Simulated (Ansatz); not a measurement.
Si2W (I4/mmm)

Theory: DFT PBE, scalar-relativistic, plane waves, PAW (Ansatz 0.2.0).

Cutoff 420 eV; k points 18×18×18 on the computed 3-atom cell (Γ-centred); Gaussian smearing, width 0.10 eV; no spin polarisation.

The structure is relaxed at this level of theory with its symmetry kept.

```cif
data_structure
_symmetry_space_group_name_H-M 'I4/mmm'
_symmetry_Int_Tables_number 139
_cell_length_a 3.2291
_cell_length_b 3.2291
_cell_length_c 7.8671
_cell_angle_alpha 90.000
_cell_angle_beta 90.000
_cell_angle_gamma 90.000
_cell_volume 82.03
loop_
_atom_site_label
_atom_site_type_symbol
_atom_site_symmetry_multiplicity
_atom_site_Wyckoff_symbol
_atom_site_fract_x
_atom_site_fract_y
_atom_site_fract_z
_atom_site_occupancy
Si1 Si 4 e 0.00000 0.00000 0.33456 1
W1 W 2 a 0.00000 0.00000 0.00000 1
```

- Space group: I4/mmm (No. 139)
- Volume per atom: 13.67 Å³
- Formation energy from the elements' standard states (uncorrected): -0.339 eV/atom
- Kohn–Sham band gap: none (metal)
- Density of states at the Fermi level: 0.22 states/eV per cell (so small that it hangs on the mesh: a semimetal, or crossings between mesh points)
- Löwdin character within 0.5 eV of the Fermi level: W 5d 67 %, Si 3p 22 %, Si 3s 8 %
- Bulk modulus: 217 GPa
- Its pressure derivative: 4.4
- Bader charges (e): Si (2 in the cell) -0.05, W (1 in the cell) 0.10

Spin-orbit coupling is left out, which matters for the bands of heavy elements.